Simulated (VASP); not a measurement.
## VASP 6.6.1 run: MgS

INCAR

```
NSW = 0
NELM = 97
LCHARG = .FALSE.
PREC = Accurate
IBRION = -1
ENCUT = 520
ISIF = 2
LASPH = .TRUE.
LREAL = .FALSE.
GGA = PE
EDIFF = 1E-7
LWAVE = .FALSE.
SIGMA = 0.01
ISMEAR = 1
NBANDS = 11
```

KPOINTS

```
KPOINTS created by Atomic Simulation Environment
0
Gamma
8 8 8
0 0 0
```

POSCAR

```
Mg S
 1.0000000000000000
     0.0000000000000000    2.8308768411016469    2.8308768411016469
     2.8308768411016469    0.0000000000000000    2.8308768411016469
     2.8308768411016469    2.8308768411016469    0.0000000000000000
 Mg  S
   1   1
Cartesian
  0.0000000000000000  0.0000000000000000  0.0000000000000000
  1.4154384205508233  1.4154384205508233  1.4154384205508233
```

The recommended PBE PAW datasets give the neutral cell 8 valence electrons.

Command

```
mpirun -np 1 vasp_std
```

OSZICAR

```
N       E                     dE             d eps       ncg     rms          rms(c)
DAV:   1     0.240021868271E+02    0.24002E+02   -0.32925E+03   654   0.568E+02
DAV:   2    -0.704206386281E+01   -0.31044E+02   -0.29114E+02   798   0.973E+01
DAV:   3    -0.897243140960E+01   -0.19304E+01   -0.19269E+01   772   0.264E+01
DAV:   4    -0.898788592103E+01   -0.15455E-01   -0.15452E-01   774   0.284E+00
DAV:   5    -0.898805695511E+01   -0.17103E-03   -0.16764E-03   778   0.294E-01    0.404E+00
DAV:   6    -0.849820294412E+01    0.48985E+00   -0.12278E+00   700   0.412E+00    0.310E+00
DAV:   7    -0.846369678462E+01    0.34506E-01   -0.26922E-01   761   0.211E+00    0.242E+00
DAV:   8    -0.847132238102E+01   -0.76256E-02   -0.23388E-02   689   0.924E-01    0.136E+00
DAV:   9    -0.847045142335E+01    0.87096E-03   -0.23848E-03   701   0.242E-01    0.441E-01
DAV:  10    -0.847065940718E+01   -0.20798E-03   -0.67398E-04   722   0.122E-01    0.910E-02
DAV:  11    -0.847066463150E+01   -0.52243E-05   -0.54462E-05   767   0.301E-02    0.554E-02
DAV:  12    -0.847066603752E+01   -0.14060E-05   -0.69863E-06   719   0.131E-02    0.642E-03
DAV:  13    -0.847066602619E+01    0.11325E-07   -0.30595E-07   802   0.279E-03
   1 F= -.84706660E+01 E0= -.84706660E+01  d E =0.557044E-20
```

From OUTCAR

```
k-points           NKPTS =     29   k-points in BZ     NKDIM =     29   number of bands    NBANDS=     11

   NELECT =       8.0000    total number of electrons

   dimension x,y,z NGX =    30 NGY =   30 NGZ =   30
   dimension x,y,z NGXF=    60 NGYF=   60 NGZF=   60

  energy-cutoff  :      520.00
  volume of cell :       45.37
      direct lattice vectors                 reciprocal lattice vectors
     0.000000000  2.830876841  2.830876841    -0.176623721  0.176623721  0.176623721
     2.830876841  0.000000000  2.830876841     0.176623721 -0.176623721  0.176623721
     2.830876841  2.830876841  0.000000000     0.176623721  0.176623721 -0.176623721

 k-points in reciprocal lattice and weights: KPOINTS created by Atomic Simulation Env
   0.00000000  0.00000000  0.00000000       0.002
   0.12500000  0.00000000  0.00000000       0.016
   0.25000000  0.00000000  0.00000000       0.016
   0.37500000  0.00000000  0.00000000       0.016
   0.50000000  0.00000000  0.00000000       0.008
   0.12500000  0.12500000  0.00000000       0.012
   0.25000000  0.12500000  0.00000000       0.047
   0.37500000  0.12500000  0.00000000       0.047
   ...

 E-fermi :   1.1264

 k-point     1 :       0.0000    0.0000    0.0000
  band No.  band energies     occupation
      1     -10.2041      2.00000
      2       1.0631      2.00000
      3       1.0631      2.00000
      4       1.0631      2.00000
      5       4.5214      0.00000
      6       9.0133      0.00000
      7       9.0133      0.00000
      8       9.0133      0.00000
      9      11.8944      0.00000
     10      11.8944      0.00000
     11      14.7873      0.00000

 k-point     2 :       0.1250    0.0000    0.0000
  band No.  band energies     occupation
      1     -10.1169      2.00000
      2       0.3837      2.00000
      3       1.0100      2.00000
      4       1.0100      2.00000
      5       5.1808      0.00000
      6       8.8236      0.00000
      7       9.1906      0.00000
      8       9.1906      0.00000
      9      11.4377      0.00000
     10      11.4377      0.00000
     11      14.1855      0.00000

 k-point     3 :       0.2500    0.0000    0.0000
  band No.  band energies     occupation
      1      -9.8909      2.00000
      2      -0.7864      2.00000
      3       0.8900      2.00000
      4       0.8900      2.00000
      5       6.0350      0.00000
      6       8.8559      0.00000
      7       9.2273      0.00000
      8       9.2273      0.00000
      9      11.4905      0.00000
     10      11.4905      0.00000
     11      13.3202      0.00000

 k-point     4 :       0.3750    0.0000    0.0000
  band No.  band energies     occupation
      1      -9.6382      2.00000
      2      -1.7115      2.00000
      3       0.7799      2.00000
      4       0.7799      2.00000
      5       6.2102      0.00000
      6       8.8719      0.00000
      7       8.8719      0.00000
      8       9.4242      0.00000
      9      12.7871      0.00000
     10      12.7871      0.00000
     11      13.3166      0.00000

 k-point     5 :       0.5000    0.0000    0.0000
  band No.  band energies     occupation
      1      -9.5237      2.00000
      2      -2.0626      2.00000
      3       0.7368      2.00000
      4       0.7368      2.00000
      5       6.1787      0.00000
      6       8.7017      0.00000
      7       8.7017      0.00000
      8       9.6697      0.00000
      9      13.9501      0.00000
     10      14.2364      0.00000
     11      14.2364      0.00000

 ...

  Total        0.2641505      0.2641505      0.2641505      0.0000000      0.0000000     -0.0000000
  in kB        9.3275839      9.3275839      9.3275839      0.0000000      0.0000000     -0.0000000
  external PRESSURE =       9.3275839 kB  Pullay stress =       0.0000000 kB

 POSITION                                       TOTAL-FORCE (eV/Angst)
 -----------------------------------------------------------------------------------
      0.00000      0.00000      0.00000         0.000000      0.000000     -0.000000
      1.41544      1.41544      1.41544        -0.000000     -0.000000      0.000000
 -----------------------------------------------------------------------------------
    total drift:                                0.000000      0.000000      0.000000

  FREE ENERGIE OF THE ION-ELECTRON SYSTEM (eV)
  ---------------------------------------------------
  free  energy   TOTEN  =        -8.4706660262 eV

  energy  without entropy=       -8.4706660262  energy(sigma->0) =       -8.47066603
```

It converged. Results: gap between bands v and c on the k mesh 3.46 eV; least direct gap on the k mesh 3.46 eV; pressure 0.9 GPa. Band v is the last that the valence electrons fill when counted band by band, and c is the next.

For comparison, a separate PBE run of the intended cell, on usual settings and not on those above, gives a gap of 3.46 eV on its mesh and a pressure of 0.9 GPa.

The run above took about 15 s on one core of a shared host (Intel Xeon Platinum 8488C) and held 0.17 GiB at most.
